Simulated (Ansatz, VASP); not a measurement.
One calculation of HgTe, two programs

```
Hg Te
1.0
     0.00000    3.21272    3.21272
     3.21272    0.00000    3.21272
     3.21272    3.21272    0.00000
Hg Te
1 1
Direct
  0.00000 0.00000 0.00000
  0.75000 0.75000 0.75000
```

Change from the starting cell: volume scaled by 0.99.

Alike in both runs: task single point; functional PBEsol; k mesh 9 × 9 × 9; occupations fermi-dirac, width 0.05 eV; no spin polarisation.

|  | VASP | Ansatz |
| --- | --- | --- |
| version | VASP 6.6.1 | Ansatz 0.2.0 |
| potentials or method | VASP PAW PBE potentials, release 64 (Hg, Te), cutoff 520 eV | all-electron LAPW, scalar-relativistic |

VASP gave:

- pressure (GPa): 1.9

Q: Estimate Ansatz's values.

A: Pressure (GPa): 1.8.

Ansatz ran all-electron here, so the differences hold the error of VASP's frozen core and of both bases.

Caveats: the PAW data sets were made with another functional, which shifts forces and pressure a little (VASP). The runs have no spin-orbit coupling, so splittings on Hg, Te are missing.
